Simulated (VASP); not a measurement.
# Li: restarted molecular dynamics, 2 variants

Li, P6/mmm (no. 191), 18 atoms in the cell. PBE, molecular dynamics; PAW potentials Li (PBE set).

| Restart from | Temperature at the end (K) | The same without a restart (K) | Potential energy at the end (eV/atom) | The same without a restart (eV/atom) | Electronic steps in the first step after the restart | Time (s) |
|---|---|---|---|---|---|---|
| CONTCAR with velocities, WAVECAR read | 401.0 | 401.0 | -1.84857 | -1.84857 | 4 | 156 |
| CONTCAR with velocities, no WAVECAR | 401.0 | 401.0 | -1.84857 | -1.84857 | 14 | 153 |

Limits: 60 fs of 18 atoms are too short for converged averages; the cell is only 4.9 Å across, so each atom moves in step with near copies of itself.

## Input of the first row

INCAR.step1:
```
GGA      = PE             # functional
PREC     = Normal         # precision mode
ENCUT    = 200            # plane-wave cutoff, eV
EDIFF    = 1E-6           # SCF threshold, eV
NELMIN   = 4            
NELM     = 60             # most SCF steps
ALGO     = Fast           # electronic algorithm
LREAL    = Auto         
LASPH    = True           # aspherical terms in the spheres
ISMEAR   = -1             # smearing method
SIGMA    = 0.05           # smearing width, eV
ISYM     = 0            
LWAVE    = True           # write WAVECAR
LCHARG   = False          # write CHGCAR
IBRION   = 0              # ionic algorithm
NSW      = 30             # ionic steps
POTIM    = 1.0            # step
TEBEG    = 600          
ISIF     = 2              # what is computed and relaxed
RANDOM_SEED= 132622 0 0   
MDALGO   = 1            
ANDERSEN_PROB= 0.0          
KPAR     = 2             
```

INCAR.step2, as INCAR.step1 but for:
```
- LWAVE = True
+ LWAVE = False
```

KPOINTS:
```
k-points
0
Gamma
  3 2 2
```

POSCAR.step1:
```
Li
1.0
    4.9488671308      0.0000000000      0.0000000000
    0.0000000000      8.5716893104      0.0000000000
    0.0000000000      0.0000000000      8.6665290000
Li
18
Direct
    0.0000000000      0.3333333334      0.1666666667
    0.0000000000      0.3333333334      0.5000000000
    0.0000000000      0.3333333334      0.8333333333
    0.5000000000      0.8333333333      0.1666666667
    0.5000000000      0.8333333333      0.5000000000
    0.5000000000      0.8333333333      0.8333333333
    0.5000000000      0.1666666666      0.1666666667
    0.5000000000      0.1666666666      0.5000000000
    0.5000000000      0.1666666666      0.8333333333
    0.0000000001      0.6666666666      0.1666666667
    0.0000000001      0.6666666666      0.5000000000
    0.0000000001      0.6666666666      0.8333333333
    0.0000000000      0.0000000000      0.0000000000
    0.0000000000      0.0000000000      0.3333333333
    0.0000000000      0.0000000000      0.6666666667
    0.5000000000      0.5000000000      0.0000000000
    0.5000000000      0.5000000000      0.3333333333
    0.5000000000      0.5000000000      0.6666666667
```

Commands (each step's output is kept before the next begins):
```
cat potpaw_PBE.64/Li/POTCAR > POTCAR
cp INCAR.step1 INCAR
cp POSCAR.step1 POSCAR
mpirun -np 2 vasp_std > vasp.out
cp CONTCAR POSCAR
cp INCAR.step2 INCAR
mpirun -np 2 vasp_std > vasp.out
```

Changes of the last row against the first:
```
(step 1)
- LWAVE = True
+ LWAVE = False
```

VASP 6.6.1 took 156 s on 2 cores (Intel Xeon Platinum 8375C @ 2.90GHz (Ice Lake)), a shared host.
